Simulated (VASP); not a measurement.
# MoS2 in VASP: one cell, several levels of theory

Aim: gap, levels, forces and stress of MoS2 built on the CdCl2 prototype at fixed geometry. Runs: PBE, LDA, PBEsol. This is a trial cell built on a prototype, not taken from a measured structure, and it needn't be the compound's ground state.

Program: VASP 6.6.1. PAW datasets, plane waves. No spin polarisation and no zero-point or thermal motion; the cell was built from a prototype and may be hypothetical.

### 1 The cell

The cell comes from an earlier relaxation with r2SCAN+rVV10 in another program.

Space group R-3m (No. 166), trigonal; conventional cell a = 3.193 Å, c = 18.232 Å, 17.89 Å³ an atom. Near Mo stand 6 S at 2.42 Å; near S stand 3 Mo at 2.42 Å.

Structure file:

```xyz
3
Lattice="1.5965 0.9218 6.0772 -1.5965 0.9218 6.0772 0.0000 -1.8435 6.0772" Properties=species:S:1:pos:R:3 pbc="T T T"
Mo    0.0000    0.0000    0.0000
S     0.0000    0.0000    4.5110
S     0.0000    0.0000   13.7207
```

### 2 PBE at this geometry

Input file INCAR:

```
ENCUT = 520.000000
SIGMA = 0.020000
EDIFF = 1.00e-07
GGA = PE
PREC = Accurate
IBRION = -1
ISIF = 2
ISMEAR = -1
NBANDS = 20
NELM = 120
NSW = 0
LASPH = .TRUE.
LCHARG = .FALSE.
LWAVE = .FALSE.
LREAL = .FALSE.
```

Input file KPOINTS:

```
KPOINTS created by Atomic Simulation Environment
0
Gamma
10 10 10
0 0 0
```

Input file KPOINTS_OPT:

```
special points
11
Reciprocal
0.0000000000 0.0000000000 0.0000000000 1
0.5000000000 0.0000000000 0.0000000000 1
0.5000000000 0.1820033032 -0.1820033032 1
0.8179966968 0.5000000000 0.1820033032 1
0.5000000000 0.5000000000 0.5000000000 1
0.3410016516 0.0000000000 -0.3410016516 1
0.6589983484 0.3410016516 0.0000000000 1
0.5000000000 0.5000000000 0.0000000000 1
0.6589983484 0.6589983484 0.1820033032 1
0.8179966968 0.3410016516 0.3410016516 1
0.5000000000 0.1638029729 -0.1638029729 1
```

Input file POSCAR:

```
Mo S
 1.0000000000000000
     1.5965300377901750    0.9217570470874814    6.0772314159573835
    -1.5965300377901750    0.9217570470874814    6.0772314159573835
    -0.0000000000000000   -1.8435140941749628    6.0772314159573835
 Mo  S
   1   2
Cartesian
  0.0000000000000000  0.0000000000000000 -0.0000000000000000
 -0.0000000000000000  0.0000000000000000  4.5110085587781157
 -0.0000000000000000  0.0000000000000001 13.7206856890940347
```

Potentials: the recommended PBE PAW datasets, 26 valence electrons in the neutral cell.

Run with:

```bash
> mpirun -np 1 vasp_std
```

### 3 LDA at this geometry

INCAR: that of step 2 with these lines changed.

```diff
@@ -3,3 +3,3 @@
 EDIFF = 1.00e-07
-GGA = PE
+GGA = CA
 PREC = Accurate
```

KPOINTS is that of step 2.

Input file KPOINTS_OPT:

```
special points
10
Reciprocal
0.0000000000 0.0000000000 0.0000000000 1
0.5000000000 0.0000000000 0.0000000000 1
0.5000000000 0.1820033032 -0.1820033032 1
0.8179966968 0.5000000000 0.1820033032 1
0.5000000000 0.5000000000 0.5000000000 1
0.3410016516 0.0000000000 -0.3410016516 1
0.6589983484 0.3410016516 0.0000000000 1
0.5000000000 0.5000000000 0.0000000000 1
0.6589983484 0.6589983484 0.1820033032 1
0.5000000000 0.1638029729 -0.1638029729 1
```

POSCAR is that of step 2.

Potentials: the recommended LDA PAW datasets, 26 valence electrons in the neutral cell.

### 4 PBEsol at this geometry

INCAR: that of step 3 with these lines changed.

```diff
@@ -3,3 +3,3 @@
 EDIFF = 1.00e-07
-GGA = CA
+GGA = PS
 PREC = Accurate
@@ -12,3 +12,4 @@
 LASPH = .TRUE.
-LCHARG = .FALSE.
+LCHARG = .TRUE.
+LELF = .TRUE.
 LWAVE = .FALSE.
```

KPOINTS is that of step 3.

KPOINTS_OPT is that of step 3.

POSCAR is that of step 3.

Potentials: the recommended PBE PAW datasets, 26 valence electrons in the neutral cell.

Before running it: what results should come out? Wanted: for each run, gap; pressure; largest force.

**Answer**, as computed:

```
 level  gap (eV)  pressure (GPa)  largest force (eV/Å)
   PBE     -0.71            2.10                 0.154
   LDA     -0.65           -5.35                 0.199
PBEsol     -0.67           -2.78                 0.050
```

A negative gap is an overlap of bands.

No gap over 0.02 eV opens at any of these levels. At this one volume the pressure spans -5.4 GPa (LDA) to 2.1 GPa (PBE): PBE wants the largest cell and LDA the smallest. Forces up to 0.20 eV/Å (LDA) show atoms off their equilibrium places at that level; the least is 0.050 eV/Å (PBEsol).
